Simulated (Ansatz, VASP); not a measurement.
Two plane-wave programs on SiC

```
Si C
1.0
     3.23664    0.00000    0.00000
    -1.61832    2.80301    0.00000
     0.00000    0.00000    5.04817
Si C
2 2
Direct
  0.33333 0.66667 0.00460
  0.66667 0.33333 0.50460
  0.33333 0.66667 0.38040
  0.66667 0.33333 0.88040
```

Change from the starting cell: strain +0.0525 x Voigt [1, 1, 0, 0, 0, 0], atoms carried along.

Alike in both runs: task single point; functional r2SCAN; k mesh 12 × 12 × 6; occupations gaussian, width 0.05 eV; no spin polarisation.

```csv
,VASP,Ansatz
version,VASP 6.6.1,Ansatz 0.2.0
potentials or method,"VASP PAW PBE potentials, release 64 (Si, C)","scalar-relativistic, plane waves, PAW"
plane-wave cutoff (eV),520,500
valence electrons in the cell,16,16
```

```tsv
	VASP	Ansatz	Ansatz less VASP
gap on the k mesh at the Fermi level (eV)	2.63	2.63	-0.001
least direct gap on the mesh (eV)	3.69	3.69	-0.004
pressure (GPa)	-18.6	-18.5	+0.10
largest component of the traceless stress (GPa)	16.13	16.04	-0.090
rms of the force components (eV/Å)	0.173	0.175	+0.0013
```

Atom by atom the forces differ by 0.001 eV/Å (rms over components). With one functional, cell and mesh, what is left measures potentials, basis and numerics.

Caveats: so large a pressure means that the cell lies far from this level's equilibrium, or that cutoff or potentials fall short (VASP); the potentials were made for another functional, which shifts forces and pressure (VASP). A k mesh can miss the band edges.
